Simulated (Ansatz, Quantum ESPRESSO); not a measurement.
# Equation of state of B2 CoAl

How stiff is B2 CoAl under hydrostatic load? Each row relaxes cell and atoms at a set pressure. The phase is followed to these pressures whether or not it stays the stable one.

Calculated with Ansatz 0.2.0, PBEsol, PAW files of the set soft_1, cutoff 600 eV, Fermi–Dirac smearing 0.05 eV, k-mesh 15×15×15, no spin polarisation, no spin-orbit coupling.

Reference cell, relaxed at zero pressure with PBEsol (Pm-3m): a = 2.8225 Å, b = 2.8225 Å, c = 2.8225 Å, α = 90.00°, β = 90.00°, γ = 90.00°.

```
atom       x       y       z
  Co  0.5000  0.5000  0.5000
  Al  0.0000  0.0000  0.0000
```

| V (Å³/atom) | V/V0 | P (GPa) | E − E0 (meV/atom) |
| --- | --- | --- | --- |
| 11.4889 | 1.0219 | −4.000 | 3.1 |
| 10.7293 | 0.9543 | 9.992 | 15.4 |
| 10.5121 | 0.9350 | 15.001 | 32.3 |
| 10.3154 | 0.9175 | 20.001 | 53.7 |
| 9.9699 | 0.8868 | 29.999 | 107.3 |

V0 = 11.2428 Å³ an atom, where the residual pressure P0 is +0.002 GPa. **Question.** Fit the Birch–Murnaghan law and give the pressure and the energy at V = 10.9704 Å³ an atom, a row left out above.

With the Eulerian strain f = ½[(V0/V)^(2/3) − 1] and F = (P − P0)/[3f(1 + 2f)^(5/2)], the third-order law is the line F = B0 + (3/2) B0 (B′ − 4) f.

```
       f  F (GPa)
 0.04170   196.27
 0.02954   195.53
 0.02291   195.11
 0.01583   194.61
−0.00717   193.00
```

A straight line through the 5 rows: the means are 0.02056 for f and 194.9 for F, Σ(Δx)² = 0.001324 and ΣΔxΔy = 0.08917, so the slope is 0.08917/0.001324 = 67.33 and the intercept 194.9 − (67.33)(0.02056) = 193.52.

Hence B0 = 193.5 GPa and B′ = 4 + (67.3)/(1.5 × 193.5) = 4.23. For the withheld volume f = 0.00824, F = 194.07 GPa and P = 5.00 GPa. The run itself gives 5.00 GPa, so the estimate misses by 0.00 GPa, a rounding's worth.

Integrating the same law gives E − E0 = (9/2) B0 V0 f²[1 + (B′ − 4) f] + P0(V0 − V), with 1 GPa Å³ = 6.2415 meV: 4.2 meV an atom. The run itself gives 4.2 meV, so the estimate misses by 0.0 meV, a rounding's worth.

The same fit over all rows at other levels or in other programs gives B0 = 195 GPa with PBEsol (Quantum ESPRESSO, GBRV).

[Logs are printed without paths, hosts, clocks, repeated set-up lines and the standing remarks that a program may print on its own settings, such as how far it seeks lower states.]
